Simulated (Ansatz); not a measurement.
**Thickness series in BeO**

The parent structure is BeO in the wurtzite structure (space group P6_3mc, No. 186; a = 2.6905 Å, c = 4.3699 Å). Axes: x lies along a and z along c of the hexagonal cell.

Free-standing slabs (4 atom(s) a layer) normal to the y axis with 15 Å of vacuum; in-plane cell held at bulk.

All numbers come from r2SCAN (Ansatz, a program for electronic structure; PAW; 500 eV plane waves; no spin-orbit coupling).

Notes on the quantities. excess energy per area of both faces: slab less bulk energy over the cell's area: twice a surface energy.

```tsv
change	change of the spacing d12 from its bulk value of 0.777 Å	thickness between the outermost nuclei	excess energy per area of both faces
1 layer	–	0.25 Å	–
2 layers	-82.9 %	3.45 Å	2.19 J/m²
3 layers	-31.2 %	5.35 Å	3.06 J/m²
4 layers	-29.3 %	7.68 Å	3.12 J/m²
```

The excess energy carries the mismatch between the slab's and the bulk's meshes. Stability against distortions was not tested.
